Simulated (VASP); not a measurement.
Crystal: HfO2.

```xyz
12
Lattice="5.5564 0.0000 0.0000 0.0000 3.3336 0.0000 0.0000 0.0000 6.5050" Properties=species:S:1:pos:R:3 pbc="T T T"
Hf    4.1600    2.5002    3.9542
Hf    1.3964    0.8334    2.5508
Hf    1.3818    2.5002    5.8033
Hf    4.1746    0.8334    0.7017
O     3.5533    0.8334    2.7542
O     2.0031    2.5002    3.7508
O     0.7751    0.8334    0.4983
O     4.7813    2.5002    6.0067
O     2.8937    0.8334    5.4736
O     2.6627    2.5002    1.0313
O     0.1155    0.8334    4.2838
O     5.4409    2.5002    2.2212
```

Measurements of this composition are mostly on another form, of space group No. 14.

```yaml
Program: VASP 6.6.1
Task: relaxation of cell and atoms
Functional: PBE
Potentials_or_basis: VASP PAW PBE potentials, release 64 (Hf_pv, O)
Cutoff: 600 eV
k_mesh: 4 × 6 × 3
Occupations: fermi-dirac, width 0.05 eV
Spin: no spin polarisation
Hubbard_terms: Hf d U = 4 eV
```

At the start: pressure 12.8 GPa; volume 10.04 Å³/atom.

Problem. How do energy, volume and symmetry change on relaxing?

Solution. Over 11 steps the energy falls by 18.3 meV/atom and the volume is 10.50 Å³/atom (+4.6 %); space group Pnma (No. 62, to 0.05 Å).

Step by step:
```tsv
step	energy change (eV)	largest force (eV/Å)	pressure (GPa)	volume (Å³)
1	0.0000	0.3793	12.76	120.49
2	0.2719	0.4880	-15.63	134.98
3	-0.2151	0.1321	-0.22	126.02
4	-0.2152	0.1274	0.01	125.91
5	-0.2179	0.0436	0.03	125.98
6	-0.2180	0.0370	0.03	126.00
7	-0.2186	0.0287	-0.03	126.05
8	-0.2190	0.0315	-0.07	126.11
9	-0.2190	0.0410	-0.10	126.13
10	-0.2194	0.0251	0.07	126.08
11	-0.2195	0.0198	0.20	126.05
```

Final structure:
```
Hf O
1.0
     5.63799    0.00000    0.00000
     0.00000    3.38096    0.00000
     0.00000    0.00000    6.61251
Hf O
4 8
Direct
  0.75022 0.75000 0.60663
  0.24978 0.25000 0.39337
  0.25022 0.75000 0.89337
  0.74978 0.25000 0.10663
  0.64018 0.25000 0.42330
  0.35982 0.75000 0.57670
  0.14018 0.25000 0.07670
  0.85982 0.75000 0.92330
  0.51885 0.25000 0.84045
  0.48115 0.75000 0.15955
  0.01885 0.25000 0.65955
  0.98115 0.75000 0.34045
```
